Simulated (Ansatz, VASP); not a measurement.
Ru: VASP beside Ansatz

```
Ru
1.0
     5.39519    0.00000    0.00000
    -2.69759    4.67237    0.00000
     0.00000    0.00000   25.08831
Ru
16
Direct
  0.33333 0.16667 0.15944
  0.33333 0.66667 0.15944
  0.83333 0.16667 0.15944
  0.83333 0.66667 0.15944
  0.16667 0.33333 0.24445
  0.16667 0.83333 0.24445
  0.66667 0.33333 0.24445
  0.66667 0.83333 0.24445
  0.33333 0.16667 0.32931
  0.33333 0.66667 0.32931
  0.83333 0.16667 0.32931
  0.83333 0.66667 0.32931
  0.16667 0.33333 0.41208
  0.16667 0.83333 0.41208
  0.66667 0.33333 0.41208
  0.66667 0.83333 0.41208
```

Alike in both runs: task single point; functional PBE; dispersion D3(BJ); k mesh 6 × 6 × 1; occupations gaussian, width 0.1 eV; no spin polarisation.

|  | VASP | Ansatz |
| --- | --- | --- |
| version | VASP 6.6.1 | Ansatz 0.2.0 |
| potentials or method | VASP PAW PBE potentials, release 64 (Ru_pv) | scalar-relativistic, plane waves, PAW |
| plane-wave cutoff (eV) | 520 | 420 |
| valence electrons in the cell | 224 | 256 |

|  | VASP | Ansatz | Ansatz less VASP |
| --- | --- | --- | --- |
| gap on the k mesh at the Fermi level (eV) | none | none | - |
| rms of the force components (eV/Å) | 0.211 | 0.211 | +0.0002 |
| work function, face that differs most (eV) | 5.01 | 5.09 | +0.071 |

Atom by atom the forces differ by 0.003 eV/Å (rms over components). A gap of «none» marks a metal or a gap that the smearing closes. With one functional, cell and mesh, what is left measures potentials, basis and numerics. The two sets of potentials don't hold the same shells in valence.
